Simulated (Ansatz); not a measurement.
**Tl (fcc)**

Computed with Ansatz (plane waves, PAW, 420 eV cutoff): PBE with spin–orbit coupling, two-component spinors, 14×14×14 k-mesh, Gaussian smearing of 0.05 eV; PAW files: Ansatz's generated set soft_2.

```
Tl
1.0
     0.00000    2.48058    2.48058
     2.48058    0.00000    2.48058
     2.48058    2.48058    0.00000
Tl
1
Direct
  0.00000 0.00000 0.00000
```

At room temperature and ambient pressure Tl is hcp.

Cell and atoms are those of this level's equilibrium.

Path: Γ–X–U | K–Γ–L–W–X, with Γ = (0.000, 0.000, 0.000), X = (0.500, 0.000, 0.500), U = (0.625, 0.250, 0.625), K = (0.375, 0.375, 0.750), L = (0.500, 0.500, 0.500), W = (0.500, 0.250, 0.750) in reciprocal vectors of the calculation's cell.

Question: Is it a metal or an insulator, and if it has a gap, where are the band edges on this path?

Answer: A metal: bands cross the Fermi level.

Bands as a text map, energy in eV from the Fermi level (dashes), each leg drawn with the same width:
```
  2.86 |              *           *         *                 *  *    
  2.57 |               *                               *  ****  *     
  2.29 |                *       *                              *      
  2.00 |                                                *             
  1.71 |       *         *       *                            *       
  1.43 |                  *    *             *           *   *        
  1.14 |                   *                              ***         
  0.86 |                    **  *                                     
  0.57 |                      *                                       
  0.29 |        *              *              *                       
  0.00 |----------------------*---------------------------***---------
 -0.29 |                                                 *   *        
 -0.57 |                   ***                          *     *       
 -0.86 |         *       **                                    **     
 -1.14 |               **                      *       *         *    
 -1.43 |          *****                               *           ****
 -1.71 |                                             *                
 -2.00 |                                        *   *                 
 -2.29 |                                           *                  
 -2.57 |                                         **                   
 -2.86 |                                                              
 -3.14 |                                                              
 -3.43 |          **********                              ************
 -3.71 |                    **                           *            
 -4.00 |         *            *                         *             
 -4.29 |                                               *              
 -4.57 |                                             **               
 -4.86 |                       *                  ***                 
        Γ         X         UK         Γ         L         W         X
```

With 13 valence electrons in the calculation's cell and no magnetic order, the Kramers pairs of bands, two electrons each, can't all be full or empty: band theory demands a metal.
